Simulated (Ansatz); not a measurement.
Ge:

```
CELL_PARAMETERS angstrom
0.00000 2.88574 5.11566
2.63050 0.00000 5.11566
2.63050 2.88574 0.00000
ATOMIC_POSITIONS crystal
Ge 0.72649 0.27351 0.72649
Ge 0.27351 0.72649 0.27351
Ge 0.21813 0.21813 0.78187
Ge 0.78187 0.78187 0.21813
```

This isn't the form of Ge at room conditions, which is diamond.

Base run:

```yaml
Program: Ansatz 0.2.0
Functional: revPBE
Potentials_or_basis: Ansatz PAW
Cutoff: "420 eV (not typed: the program's choice for these potentials)"
k_mesh: 5 × 5 × 5
Occupations: fermi-dirac, width 0.05 eV
Spin: no spin polarisation
```

Its results: band gap on the k mesh none (metal or under the smearing width); pressure 1.0 GPa; largest force 0.073 eV/Å.

Problem. The run is repeated on the same cell with these changes: functional from revPBE to PBEsol. What comes out?

Solution. Band gap on the k mesh none (metal or under the smearing width); pressure -3.7 GPa; largest force 0.087 eV/Å.

PBEsol binds more tightly than revPBE, so the same cell stands under less pressure.

Caveats: the PAW data sets come from PBE, with cores solved anew for the run's functional, which leaves a small shift of forces and pressure.
